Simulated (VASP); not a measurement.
**Si (a cell with a defect): single point with PBE**

Si (a cell with a defect):

```
CELL_PARAMETERS angstrom
0.00000 5.50870 5.50870
5.50870 0.00000 5.50870
5.50870 5.50870 0.00000
ATOMIC_POSITIONS crystal
Si 0.00289 0.01097 0.00089
Si 0.09520 0.21819 0.09310
Si 0.00291 0.01086 0.48494
Si 0.12720 0.11890 0.62675
Si 0.13115 0.62859 0.12922
Si 0.00251 0.49315 0.50200
Si 0.13111 0.62845 0.61089
Si 0.48682 0.01109 0.00085
Si 0.62874 0.11897 0.12522
Si 0.50231 0.99667 0.50032
Si 0.62876 0.11894 0.62671
Si 0.50394 0.49321 0.00051
Si 0.61244 0.62877 0.12921
Si 0.50393 0.49319 0.50198
Si 0.62725 0.62187 0.62525
```

```json
{"Program": "VASP 6.6.1", "Task": "single point", "Functional": "PBE", "Potentials or basis": "VASP PAW PBE potentials, release 64 (Si)", "Cutoff": "520 eV", "k mesh": "2 × 2 × 2", "Occupations": "methfessel-paxton, width 0.15 eV", "Spin": "no spin polarisation", "Dipole correction": "no", "Further INCAR settings": "LREAL = Auto; ALGO = Normal; EDIFF = 1e-06; NBANDS = 43"}
```

| Item | Value |
| --- | --- |
| Pressure | -3.8 GPa |
| Largest force | 0.980 eV/Å |
| Band gap on the k mesh | none (metal or under the smearing width) |

Forces on the atoms (eV/Å):
```
Si   0.093  0.013  0.092
Si  -0.564  0.566 -0.568
Si  -0.013 -0.094  0.093
Si   0.007 -0.006 -0.044
Si   0.178  0.001  0.178
Si   0.007 -0.007  0.019
Si  -0.001 -0.179  0.178
Si   0.091 -0.091 -0.012
Si  -0.043 -0.006  0.006
Si   0.030 -0.029  0.029
Si   0.006  0.044  0.006
Si   0.017 -0.006  0.009
Si   0.177 -0.177 -0.002
Si   0.007 -0.018  0.008
Si   0.009 -0.009  0.010
```

Stress tensor (GPa, compression positive):
```
-3.81  1.06 -1.06
 1.06 -3.81  1.06
-1.06  1.06 -3.81
```

Levels at points of the mesh, in eV from the Fermi level:
```csv
k point,band 27,band 28,band 29,band 30,band 31,band 32,band 33,band 34
"(0.00, 0.00, 0.00)",-1.00,-0.93,-0.93,0.19,0.26,0.26,0.42,0.42
"(0.50, 0.00, 0.00)",-1.78,-1.51,-1.30,-1.23,0.30,0.58,0.92,1.01
"(0.00, 0.50, 0.00)",-2.13,-2.08,-1.01,-1.01,0.31,0.31,1.06,1.06
"(0.00, 0.00, 0.50)",-1.78,-1.51,-1.30,-1.23,0.30,0.58,0.92,1.01
"(0.50, 0.50, 0.50)",-1.78,-1.51,-1.30,-1.23,0.30,0.58,0.92,1.01
"(0.50, 0.50, 0.00)",-2.08,-1.89,-1.78,-1.54,0.02,0.14,0.82,0.88
"(0.00, 0.50, 0.50)",-2.08,-1.89,-1.78,-1.54,0.02,0.14,0.82,0.88
"(0.50, 0.00, 0.50)",-2.08,-1.89,-1.78,-1.54,0.02,0.14,0.82,0.88
```

It took 2.2 min on 1 thread of AMD EPYC 9R45 96-Core Processor (Zen 5), with other jobs on the host, peak memory 0.43 GiB.

Caveat: the k mesh is coarse (spacing up to 0.49 Å⁻¹), so the values aren't converged.
